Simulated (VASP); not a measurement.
Write the native input for VASP 6.6.1 that does the following.

| Quantity | Value |
| --- | --- |
| Task | vibrations by finite differences |
| Functional | PBE |
| Potentials or basis | VASP PAW PBE potentials, release 64 (Cu) |
| Cutoff | 520 eV |
| k mesh | 20 × 20 × 20 |
| Occupations | gaussian, width 1 eV |
| Spin | no spin polarisation |
| Ions in elastic constants | relaxed |
| Further INCAR settings | ALGO = Normal; EDIFF = 1e-08; NBANDS = 12; IBRION = 6; POTIM = 0.015; NSW = 1; ISIF = 3 |

The structure of Cu lies in POSCAR:

```
Cu                                      
1.0
    0.0000000000      1.8206260608      1.8206260608
    1.8206260608     -0.0000000000      1.8206260608
    1.8206260608      1.8206260608     -0.0000000000
  Cu            
     1
Direct
     0.0000000000000000    0.0000000000000000    0.0000000000000000
```

One way to write it, as run:

INCAR

```
SYSTEM = Cu
  PREC = Accurate
  ENCUT = 520
  EDIFF = 1E-8
  ISMEAR = 0
  SIGMA = 1.0
  LREAL = .FALSE.
  LASPH = .TRUE.
  NELM = 80
  ALGO = Normal
  ISIF = 3
  LWAVE = .FALSE.
  LCHARG = .FALSE.
  GGA = PE
  NBANDS = 12
  IBRION = 6
  NFREE = 2
  POTIM = 0.015
  NSW = 1
```

KPOINTS

```
Automatic mesh
0
G
  20 20 20
  0 0 0
```

Potentials or basis: VASP PAW PBE potentials, release 64 (Cu).

The run is started by

```console
$ cat potpaw_PBE.64/Cu/POTCAR > POTCAR
$ mpirun -np 1 vasp_std > vasp.out
```

It gave:

```
Elastic constants C11, C12, C44 : 171, 119, 79 GPa
Voigt bulk modulus              : 136 GPa
```

Wall time 24 min on 1 thread of Intel(R) Xeon(R) Platinum 8259CL CPU @ 2.50GHz (Skylake/Cascade Lake), on a shared host, peak memory 0.61 GiB.
